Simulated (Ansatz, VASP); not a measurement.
**SiC: VASP beside Ansatz**

```
Si C
1.0
    -0.00979    2.15268    2.16918
     2.15268   -0.00979    2.16918
     2.14289    2.14289    0.00000
Si C
1 1
Cartesian
  0.0000 0.0000 -0.0021
  1.0714 1.0714 1.0867
```

Change from the starting cell: strained cell.

Alike in both runs: functional LDA; k mesh 10 × 10 × 10; occupations gaussian, width 0.02 eV; no spin polarisation.

Ansatz relaxed the structure, and its values are those at the end. VASP's run is a single point on that final structure, the one shown.

|  | VASP | Ansatz |
| --- | --- | --- |
| version | VASP 6.6.1 | Ansatz 0.2.0 |
| potentials or method | VASP PAW LDA potentials, release 64 (Si, C) | scalar-relativistic, plane waves, PAW |
| plane-wave cutoff (eV) | 520 | 420 |
| valence electrons in the cell | 8 | 8 |

VASP gave:

```
gap on the k mesh at the Fermi level (eV) : 1.19
least direct gap on the mesh (eV)         : 4.43
pressure (GPa)                            : 2.5
```

Question: Which values does Ansatz return?

Answer: gap on the k mesh at the Fermi level (eV): 1.20; least direct gap on the mesh (eV): 4.45; pressure (GPa): 2.1.

Ansatz warned: «pseudo_functional_mismatch».

A k mesh can miss the band edges.
